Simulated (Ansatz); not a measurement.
# Pt(111) / 3 layers Tc(0001) / Pt(111): resistance against film thickness, part 2 of 3

How does the resistance across the layers grow with the film in Pt(111) / 3 layers Tc(0001) / Pt(111)?

Ansatz 0.2.0; Ansatz plane-wave DFT, PBEsol, PAW files; ballistic transport by layer matching (Landauer), zero bias; PAW set ansatz+soft_1.

So far. Step 2 (With 3 layers): The lead's potential steps by 8.1 meV from period to period, small in itself. The program estimates the junction's conductance to 3.8 % from the k-mesh, 0.5 % from the leads' distance from neutral and 9.4 % from their steps.

## Step 3: With 5 layers, film layers 5

The stack now holds 5 film layers; the k-mesh follows the cell, and the energies span -0.27 to 0.27 eV.

System of this step: Pt(111) / 5 layers Tc(0001) / Pt(111). The cell holds 13 atoms: 8 Pt and 5 Tc. Its edges and angles: a = 2.773 Å, b = 2.773 Å, c = 28.848 Å, α = 90.0°, β = 90.0°, γ = 120.0°. It derives from Pt and Tc. Regions: lead, 8 atoms (8 Pt); films, 5 atoms (5 Tc). The structure is stacked along c, and the current runs across the ab planes.

input.yaml

```yaml
crystal:
  lattice:
    - [2.7731313745, 0.0, 0.0]
    - [-1.3865656872, 2.4016022183, 0.0]
    - [0.0, 0.0, 28.8478670172]
  atoms:
    - { symbol: Pt, position: [0.0, 0.0, 0.0392447089] }
    - { symbol: Pt, position: [0.3333333333, 0.6666666667, 0.1177341266] }
    - { symbol: Pt, position: [0.6666666667, 0.3333333333, 0.1962235444] }
    - { symbol: Pt, position: [0.0, 0.0, 0.2747129621] }
    - { symbol: Tc, position: [0.3333333333, 0.6666666667, 0.3511661368] }
    - { symbol: Tc, position: [0.6666666667, 0.3333333333, 0.4255830684] }
    - { symbol: Tc, position: [0.3333333333, 0.6666666667, 0.5] }
    - { symbol: Tc, position: [0.6666666667, 0.3333333333, 0.5744169316] }
    - { symbol: Tc, position: [0.3333333333, 0.6666666667, 0.6488338632] }
    - { symbol: Pt, position: [0.6666666667, 0.3333333333, 0.7252870379] }
    - { symbol: Pt, position: [0.0, 0.0, 0.8037764556] }
    - { symbol: Pt, position: [0.3333333333, 0.6666666667, 0.8822658734] }
    - { symbol: Pt, position: [0.6666666667, 0.3333333333, 0.9607552911] }
kpoints:
  mp_grid: { grid: [15, 15, 1] }
hamiltonian:
  xc: pbesol
  pseudopotentials: { kind: paw, azcp: { Pt: "soft_1/Pt.paw.azcp" }, xc_functional: pbe }
scf:
  occupations: { method: fermi_dirac, width: 0.1 }
output:
  transmission:
    leads: [[0, 1]]
    kmesh: [30, 30]
    e_range: [-0.27, 0.27]
    de: 0.036
  write_potential: true
  write_density: true
  volumetric_format: npy
```

On the command line:

```console
$ ansatz run input.yaml --threads 4 --pin off --max-ram 8192MiB --backend cpu --events-out ev --progress --plain --runs-dir out
```

Numbers of over 12 decimals in the logs are rounded to 6 here.

Output:

```text
[...]
Crystal: 13 atoms, lattice volume = 192.126 Å³
Basis set: ecut = 500 eV, 4785 PW (Γ)
Bands: 132, of which v1, the nominal top of the filled ones, is band 110 counted from 1 (109 counted from 0)
Symmetry: 6 space group operations
[...]
k-points: 27 of 225 (time reversal used)
[...]
--- Transmission ---
  basis      : 73 plane waves across, 53 finite elements along
  points     : 91, standing for a mesh of 30 x 30
[...]
filled         : 13.3 meV over the level at which it is neutral
    channels       : 1.678889e0 a spin
[...]
slowest decay  : 0.0348 /Å at (0.3667, 0.2667)
  junction   : crystal 0 to crystal 0, 0.70 to 27.28 Å
    transmission   : 5.326316e-1 a spin
[...]
resistance     : 1.1497e-3 Ω µm² beyond half of each lead's own
[key lines of the parts left out:]
SCF converged after 12 iterations
Free energy (F): -125772.196878 eV
Fermi energy:    22.935046 eV
```

Elapsed: 100 s, on 4 threads of AMD EPYC 7B13 (Zen 3), shared host; peak memory 1.4 GiB.

This step gave:

| Item | Value |
| --- | --- |
| free energy | -125772.1969 eV |
| energy at zero smearing | -125771.9163 eV |
| Fermi energy | 22.94 eV |
| step of the lead's potential | 8.5 meV |
| ballistic conductance of the lead | 2.03e15 S/m² |
| estimated errors of the lead's conductance | 0, 2.8, 2 % (band edges, k-mesh, distance from neutral) |
| lead conductance per cell | 1.744 G₀ |
| conductance of the junction | 6.09e14 S/m² |
| junction conductance per cell | 0.5233 G₀ |
| estimated errors of the junction's conductance | 0.5, 0.8, 6.1, 11.4, 1.6 % (energy step, band edges, k-mesh, leads' steps, distance from neutral) |
| area resistance that the stack adds (contact term taken off, spin by spin) | 1.150 fΩ m² |

Per spin. The transmission, zone mean by energy, zero at the Fermi level:

| energy (eV) | transmission, zone mean |
| --- | --- |
| -0.270 | 0.499 |
| -0.234 | 0.488 |
| -0.198 | 0.502 |
| -0.162 | 0.533 |
| -0.126 | 0.548 |
| -0.090 | 0.541 |
| -0.054 | 0.555 |
| -0.018 | 0.538 |
| 0.018 | 0.533 |
| 0.054 | 0.458 |
| 0.090 | 0.415 |
| 0.126 | 0.367 |
| 0.162 | 0.351 |
| 0.198 | 0.362 |
| 0.234 | 0.358 |
| 0.270 | 0.367 |

The conductance of the junction is 6.1e14 S/m², 8.1 % under the 6.6e14 S/m² of the last finished run, no more than the error estimates, leads' steps apart, of 3.8 and 6.1 % together. The estimate from the leads' steps, 11 %, is larger still.

## Step 4: With 6 layers, film layers 6

The stack now holds 6 film layers; the k-mesh follows the cell, and the energies span -0.27 to 0.27 eV.

System of this step: Pt(111) / 6 layers Tc(0001) / Pt(111). The cell holds 16 atoms: 10 Pt and 6 Tc. Cell: a = 2.773 Å, b = 2.773 Å, c = 35.523 Å, α = 90.0°, β = 90.0°, γ = 120.0°. It derives from Pt and Tc. Regions: lead, 10 atoms (10 Pt); films, 6 atoms (6 Tc). The structure is stacked along c, and the current runs across the ab planes.

input.yaml, the sections that differ from step 3:

```yaml
crystal:
  lattice:
    - [2.7731313745, 0.0, 0.0]
    - [-1.3865656872, 2.4016022183, 0.0]
    - [0.0, 0.0, 35.523141335]
  atoms:
    - { symbol: Pt, position: [0.0, 0.0, 0.0318701021] }
    - { symbol: Pt, position: [0.3333333333, 0.6666666667, 0.0956103064] }
    - { symbol: Pt, position: [0.6666666667, 0.3333333333, 0.1593505107] }
    - { symbol: Pt, position: [0.0, 0.0, 0.223090715] }
    - { symbol: Tc, position: [0.3333333333, 0.6666666667, 0.2851773136] }
    - { symbol: Tc, position: [0.6666666667, 0.3333333333, 0.3456103064] }
    - { symbol: Tc, position: [0.3333333333, 0.6666666667, 0.4060432993] }
    - { symbol: Tc, position: [0.6666666667, 0.3333333333, 0.4664762921] }
    - { symbol: Tc, position: [0.3333333333, 0.6666666667, 0.526909285] }
    - { symbol: Tc, position: [0.6666666667, 0.3333333333, 0.5873422778] }
    - { symbol: Pt, position: [0.0, 0.0, 0.6494288764] }
    - { symbol: Pt, position: [0.3333333333, 0.6666666667, 0.7131690807] }
    - { symbol: Pt, position: [0.6666666667, 0.3333333333, 0.776909285] }
    - { symbol: Pt, position: [0.0, 0.0, 0.8406494893] }
    - { symbol: Pt, position: [0.3333333333, 0.6666666667, 0.9043896936] }
    - { symbol: Pt, position: [0.6666666667, 0.3333333333, 0.9681298979] }
# kpoints, hamiltonian, scf, output: as in step 3
```

Output:

```text
[...]
Crystal: 16 atoms, lattice volume = 236.583 Å³
Basis set: ecut = 500 eV, 5925 PW (Γ)
Bands: 162, of which v1, the nominal top of the filled ones, is band 135 counted from 1 (134 counted from 0)
Symmetry: 12 space group operations
[...]
k-points: 27 of 225
[...]
--- Transmission ---
  basis      : 73 plane waves across, 65 finite elements along
  points     : 91, standing for a mesh of 30 x 30
[...]
filled         : 15.3 meV over the level at which it is neutral
    channels       : 1.678889e0 a spin
[...]
slowest decay  : 0.0396 /Å at (0.3667, 0.2667)
  junction   : crystal 0 to crystal 0, -1.57 to 31.69 Å
    transmission   : 5.378373e-1 a spin
[...]
resistance     : 9.8114e-4 Ω µm² beyond half of each lead's own
[key lines of the parts left out:]
SCF converged after 12 iterations
Free energy (F): -155880.599104 eV
Fermi energy:    22.922127 eV
```

Wall time 1.8 min (4 threads); peak memory 1.8 GiB; 6.4 min of CPU time.

This step gave:

| Item | Value |
| --- | --- |
| free energy | -155880.5991 eV |
| energy at zero smearing | -155880.2446 eV |
| Fermi energy | 22.92 eV |
| step of the lead's potential | 4.2 meV |
| ballistic conductance of the lead | 2.02e15 S/m² |
| estimated errors of the lead's conductance | 0, 2.8, 2.3 % (band edges, k-mesh, distance from neutral) |
| lead conductance per cell | 1.739 G₀ |
| conductance of the junction | 6.78e14 S/m² |
| junction conductance per cell | 0.5826 G₀ |
| estimated errors of the junction's conductance | 0.8, 0.1, 5.9, 5.8, 3.4 % (energy step, band edges, k-mesh, leads' steps, distance from neutral) |
| area resistance that the stack adds (contact term taken off, spin by spin) | 0.9811 fΩ m² |

Per spin. Table of transmission, zone mean by energy, zero at the Fermi level:

| energy (eV) | transmission, zone mean |
| --- | --- |
| -0.270 | 0.693 |
| -0.234 | 0.693 |
| -0.198 | 0.688 |
| -0.162 | 0.740 |
| -0.126 | 0.738 |
| -0.090 | 0.709 |
| -0.054 | 0.670 |
| -0.018 | 0.599 |
| 0.018 | 0.538 |
| 0.054 | 0.527 |
| 0.090 | 0.514 |
| 0.126 | 0.477 |
| 0.162 | 0.451 |
| 0.198 | 0.429 |
| 0.234 | 0.384 |
| 0.270 | 0.339 |

The conductance of the junction is 6.8e14 S/m², 11 % over the 6.1e14 S/m² of the last finished run, no more than the error estimates, leads' steps apart, of 6.1 and 5.9 % together.

## Step 5: With 8 layers, film layers 8

The stack now holds 8 film layers; the k-mesh follows the cell, and the energies span -0.27 to 0.27 eV.

System of this step: Pt(111) / 8 layers Tc(0001) / Pt(111). The cell holds 18 atoms: 10 Pt and 8 Tc. Its edges and angles: a = 2.773 Å, b = 2.773 Å, c = 39.817 Å, α = 90.0°, β = 90.0°, γ = 120.0°. It derives from Pt and Tc. Regions: lead, 10 atoms (10 Pt); films, 8 atoms (8 Tc). The structure is stacked along c, and the current runs across the ab planes.

input.yaml, the sections that differ from step 4:

```yaml
crystal:
  lattice:
    - [2.7731313745, 0.0, 0.0]
    - [-1.3865656872, 2.4016022183, 0.0]
    - [0.0, 0.0, 39.8166808276]
  atoms:
    - { symbol: Pt, position: [0.0, 0.0, 0.0284334635] }
    - { symbol: Pt, position: [0.3333333333, 0.6666666667, 0.0853003906] }
    - { symbol: Pt, position: [0.6666666667, 0.3333333333, 0.1421673177] }
    - { symbol: Pt, position: [0.0, 0.0, 0.1990342448] }
    - { symbol: Tc, position: [0.3333333333, 0.6666666667, 0.2544258789] }
    - { symbol: Tc, position: [0.6666666667, 0.3333333333, 0.3083422201] }
    - { symbol: Tc, position: [0.3333333333, 0.6666666667, 0.3622585612] }
    - { symbol: Tc, position: [0.6666666667, 0.3333333333, 0.4161749023] }
    - { symbol: Tc, position: [0.3333333333, 0.6666666667, 0.4700912435] }
    - { symbol: Tc, position: [0.6666666667, 0.3333333333, 0.5240075846] }
    - { symbol: Tc, position: [0.3333333333, 0.6666666667, 0.5779239257] }
    - { symbol: Tc, position: [0.6666666667, 0.3333333333, 0.6318402669] }
    - { symbol: Pt, position: [0.0, 0.0, 0.687231901] }
    - { symbol: Pt, position: [0.3333333333, 0.6666666667, 0.7440988281] }
    - { symbol: Pt, position: [0.6666666667, 0.3333333333, 0.8009657552] }
    - { symbol: Pt, position: [0.0, 0.0, 0.8578326823] }
    - { symbol: Pt, position: [0.3333333333, 0.6666666667, 0.9146996094] }
    - { symbol: Pt, position: [0.6666666667, 0.3333333333, 0.9715665365] }
# kpoints, hamiltonian, scf, output: as in step 4
```

Output:

```text
[...]
Crystal: 18 atoms, lattice volume = 265.177 Å³
Basis set: ecut = 500 eV, 6613 PW (Γ)
Bands: 180, of which v1, the nominal top of the filled ones, is band 150 counted from 1 (149 counted from 0)
Symmetry: 12 space group operations
[...]
k-points: 27 of 225
[...]
--- Transmission ---
  basis      : 73 plane waves across, 74 finite elements along
  points     : 91, standing for a mesh of 30 x 30
[...]
filled         : 16.5 meV over the level at which it is neutral
    channels       : 1.678889e0 a spin
[...]
slowest decay  : 0.0429 /Å at (0.3667, 0.2667)
  junction   : crystal 0 to crystal 0, -1.57 to 35.99 Å
    transmission   : 5.395609e-1 a spin
[...]
resistance     : 1.0586e-3 Ω µm² beyond half of each lead's own
[key lines of the parts left out:]
SCF converged after 12 iterations
Free energy (F): -166555.968460 eV
Fermi energy:    22.851268 eV
```

Wall time 2.3 min (4 threads); peak memory 2.2 GiB; 7.8 min of CPU time.

This step gave:

- free energy: -166555.9685 eV
- energy at zero smearing: -166555.5781 eV
- Fermi energy: 22.85 eV
- step of the lead's potential: 3.6 meV
- estimated errors of the lead's conductance: 0, 2.8, 2.5 % (band edges, k-mesh, distance from neutral)
- lead conductance per cell: 1.735 G₀
- conductance of the junction: 6.43e14 S/m²
- junction conductance per cell: 0.5531 G₀
- estimated errors of the junction's conductance: 0.3, 1.6, 5.9, 5.8, 2.1 % (energy step, band edges, k-mesh, leads' steps, distance from neutral)
- area resistance that the stack adds (contact term taken off, spin by spin): 1.059 fΩ m²

Per spin. Transmission, zone mean against energy, zero at the Fermi level:

| energy (eV) | transmission, zone mean |
| --- | --- |
| -0.270 | 0.640 |
| -0.234 | 0.638 |
| -0.198 | 0.618 |
| -0.162 | 0.653 |
| -0.126 | 0.648 |
| -0.090 | 0.612 |
| -0.054 | 0.603 |
| -0.018 | 0.549 |
| 0.018 | 0.540 |
| 0.054 | 0.504 |
| 0.090 | 0.513 |
| 0.126 | 0.501 |
| 0.162 | 0.437 |
| 0.198 | 0.424 |
| 0.234 | 0.414 |
| 0.270 | 0.397 |

The conductance of the junction is 6.4e14 S/m², 5.1 % under the 6.8e14 S/m² of the last finished run, within the error estimates, leads' steps apart, of 5.9 and 5.9 %.

## Step 6: With 10 layers, film layers 10

The stack now holds 10 film layers; the k-mesh follows the cell, and the energies span -0.27 to 0.27 eV.

System of this step: Pt(111) / 10 layers Tc(0001) / Pt(111). The cell holds 20 atoms: 10 Pt and 10 Tc. Cell: a = 2.773 Å, b = 2.773 Å, c = 44.110 Å, α = 90.0°, β = 90.0°, γ = 120.0°. It derives from Pt and Tc. Regions: lead, 10 atoms (10 Pt); films, 10 atoms (10 Tc). The structure is stacked along c, and the current runs across the ab planes.

input.yaml

```yaml
crystal:
  lattice:
    - [2.7731313745, 0.0, 0.0]
    - [-1.3865656872, 2.4016022183, 0.0]
    - [0.0, 0.0, 44.1102203202]
  atoms:
    - { symbol: Pt, position: [0.0, 0.0, 0.0256658465] }
    - { symbol: Pt, position: [0.3333333333, 0.6666666667, 0.0769975394] }
    - { symbol: Pt, position: [0.6666666667, 0.3333333333, 0.1283292324] }
    - { symbol: Pt, position: [0.0, 0.0, 0.1796609253] }
    - { symbol: Tc, position: [0.3333333333, 0.6666666667, 0.2296609253] }
    - { symbol: Tc, position: [0.6666666667, 0.3333333333, 0.2783292324] }
    - { symbol: Tc, position: [0.3333333333, 0.6666666667, 0.3269975394] }
    - { symbol: Tc, position: [0.6666666667, 0.3333333333, 0.3756658465] }
    - { symbol: Tc, position: [0.3333333333, 0.6666666667, 0.4243341535] }
    - { symbol: Tc, position: [0.6666666667, 0.3333333333, 0.4730024606] }
    - { symbol: Tc, position: [0.3333333333, 0.6666666667, 0.5216707676] }
    - { symbol: Tc, position: [0.6666666667, 0.3333333333, 0.5703390747] }
    - { symbol: Tc, position: [0.3333333333, 0.6666666667, 0.6190073817] }
    - { symbol: Tc, position: [0.6666666667, 0.3333333333, 0.6676756887] }
    - { symbol: Pt, position: [0.0, 0.0, 0.7176756887] }
    - { symbol: Pt, position: [0.3333333333, 0.6666666667, 0.7690073817] }
    - { symbol: Pt, position: [0.6666666667, 0.3333333333, 0.8203390747] }
    - { symbol: Pt, position: [0.0, 0.0, 0.8716707676] }
    - { symbol: Pt, position: [0.3333333333, 0.6666666667, 0.9230024606] }
    - { symbol: Pt, position: [0.6666666667, 0.3333333333, 0.9743341535] }
kpoints:
  mp_grid: { grid: [15, 15, 1] }
hamiltonian:
  xc: pbesol
  pseudopotentials: { kind: paw, azcp: { Pt: "soft_1/Pt.paw.azcp" }, xc_functional: pbe }
scf:
  occupations: { method: fermi_dirac, width: 0.1 }
output:
  transmission:
    leads: [[0, 1]]
    kmesh: [30, 30]
    e_range: [-0.27, 0.27]
    de: 0.036
  write_potential: true
  write_density: true
  volumetric_format: npy
```

Output:

```text
[...]
Crystal: 20 atoms, lattice volume = 293.772 Å³
Basis set: ecut = 500 eV, 7349 PW (Γ)
Bands: 198, of which v1, the nominal top of the filled ones, is band 165 counted from 1 (164 counted from 0)
Symmetry: 12 space group operations
[...]
k-points: 27 of 225
[...]
--- Transmission ---
  basis      : 73 plane waves across, 83 finite elements along
  points     : 91, standing for a mesh of 30 x 30
[...]
filled         : 16.6 meV over the level at which it is neutral
    channels       : 1.678889e0 a spin
[...]
slowest decay  : 0.0436 /Å at (0.3667, 0.2667)
  junction   : crystal 0 to crystal 0, -1.57 to 40.28 Å
    transmission   : 5.513461e-1 a spin
[...]
resistance     : 1.0476e-3 Ω µm² beyond half of each lead's own
[key lines of the parts left out:]
SCF converged after 12 iterations
Free energy (F): -177231.342106 eV
Fermi energy:    22.792388 eV
```

The job ended after 2.6 min (4 threads; peak memory 2.4 GiB).

This step gave:

```
free energy                                                                : -177231.3421 eV
energy at zero smearing                                                    : -177230.9155 eV
Fermi energy                                                               : 22.79 eV
step of the lead's potential                                               : 4.1 meV
lead conductance per cell                                                  : 1.734 G₀
conductance of the junction                                                : 6.48e14 S/m²
junction conductance per cell                                              : 0.5570 G₀
estimated errors of the junction's conductance                             : 0.5, 0.2, 5.5, 8.1, 2.5 % (energy step, band edges, k-mesh, leads' steps, distance from neutral)
area resistance that the stack adds (contact term taken off, spin by spin) : 1.048 fΩ m²
```

Per spin. Table of transmission, zone mean by energy, zero at the Fermi level:

| energy (eV) | transmission, zone mean |
| --- | --- |
| -0.270 | 0.678 |
| -0.234 | 0.663 |
| -0.198 | 0.668 |
| -0.162 | 0.674 |
| -0.126 | 0.665 |
| -0.090 | 0.657 |
| -0.054 | 0.632 |
| -0.018 | 0.548 |
| 0.018 | 0.551 |
| 0.054 | 0.518 |
| 0.090 | 0.515 |
| 0.126 | 0.479 |
| 0.162 | 0.465 |
| 0.198 | 0.475 |
| 0.234 | 0.462 |
| 0.270 | 0.432 |

The conductance of the junction is 6.5e14 S/m², 0.71 % over the 6.4e14 S/m² of the last finished run, within the error estimates, leads' steps apart, of 5.9 and 5.5 %.

(Continued in part 3 of 3.)

[Logs are printed without paths, hosts, clocks, repeated set-up lines and the standing remarks that a program may print on its own settings, such as how far it seeks lower states.]

[Hosts, paths, dates, database ids (printed as entryN), source tags and the programs' standing remarks are cut or masked in the printed files.]
